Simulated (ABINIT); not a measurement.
Runs of ABINIT 10.8.3 (patched build) on ZnSe (Stilleite). Symmetry: F-43m, No. 216, cubic system. Conventional cell: a = 5.668 Å, b = 5.668 Å, c = 5.668 Å, α = 90.00°, β = 90.00°, γ = 90.00°. Around Se (site symmetry -43m) lie 4 Zn at 2.45 Å. Around Zn (site symmetry -43m) lie 4 Se at 2.45 Å. 

```tsv
level	potentials or basis	k mesh	cutoff (eV)	screening length of exact exchange (1/bohr)	other keys	gap on the mesh (eV)	pressure (GPa)
HSE06	SG15 NC PBE v1.2	3 × 3 × 3	952	-	-	(a)	1.8
HSE06	SG15 NC PBE v1.2	2 × 2 × 2	952	0.2	hyb_range = 0.2; k = 2 × 2 × 2	1.92	7.1
PBE0	SG15 NC PBE v1.2	3 × 3 × 3	952	-	-	3.07	2.0
HSE06	SPMS NC PBE v1.0	3 × 3 × 3	816	-	-	(b)	0.0
```

Alike in all rows: task single point; no spin polarisation; cell as given; smearing fermi-dirac 0.05 eV; the mesh is coarse, so values aren't converged.

**Question.** Fill in the values left out.

**Answer.** (a) 2.26; (b) 2.37.

Caveats: all runs use coarse meshes; exact exchange is summed on a coarse mesh, which widens gaps by tenths of an eV; the potentials were made for another functional, which shifts forces and pressure; Libxc's HSE differs a little from that of other programs (some runs).

A k mesh can miss the band edges, and the runs leave out spin-orbit coupling on Se.

The runs don't all hold the same shells in valence.

Runs at the PBE level aren't shown here.
